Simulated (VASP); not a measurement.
Write the native input for VASP 6.6.1 that does the following.

```
Task                   : relaxation of cell and atoms
Functional             : LDA
Potentials or basis    : VASP PAW LDA potentials, release 64 (Zn)
Cutoff                 : 600 eV
k mesh                 : 18 × 18 × 8
Occupations            : methfessel-paxton, width 0.1 eV
Spin                   : no spin polarisation
Further INCAR settings : ALGO = Normal; EDIFF = 1e-07; IBRION = 2; EDIFFG = -0.005; NSW = 90; ISIF = 3
```

The structure of Zn lies in POSCAR:

```
Zn                                      
1.0
    2.5611995477      0.0000000000      0.0000000000
   -1.2805997738      2.2180638725     -0.0000000000
    0.0000000000     -0.0000000000      4.8328431417
  Zn            
     2
Direct
     0.3333333332999970    0.6666666667000030    0.2500000000000000
     0.6666666667000030    0.3333333332999970    0.7500000000000000
```

The input as run:

INCAR

```
PREC = Accurate
ENCUT = 600
EDIFF = 1E-7
ISMEAR = 1
SIGMA = 0.1
LREAL = F
LASPH = T
NELM = 80
ALGO = Normal
ISIF = 3
LWAVE = F
LCHARG = F
GGA = CA
IBRION = 2
NSW = 90
EDIFFG = -0.005
KPAR = 2
```

KPOINTS

```
regular mesh
0
Gamma
  18 18 8
```

Potentials or basis: VASP PAW LDA potentials, release 64 (Zn).

Run with:

```sh
$ cat potpaw_LDA.64/Zn/POTCAR > POTCAR
$ mpirun -np 2 vasp_std > vasp.out
```

It gave:

```
Relaxed volume                         : 13.74 Å³/atom
Relaxed cell                           : a = 2.559 Å, b = 2.559 Å, c = 4.846 Å, α = 90.00°, β = 90.00°, γ = 120.00°
Space group after relaxing (to 0.05 Å) : P6_3/mmc (No. 194)
Energy gained by relaxing              : 0.0 meV/atom
Ionic steps                            : 7
Pressure after relaxing                : 0.0 GPa
Band gap on the k mesh                 : none (metal or under the smearing width)
```

Wall time 65 s on 2 MPI ranks on Intel(R) Xeon(R) 6975P-C (Granite Rapids), with other jobs on the host, peak memory 0.18 GiB a rank.
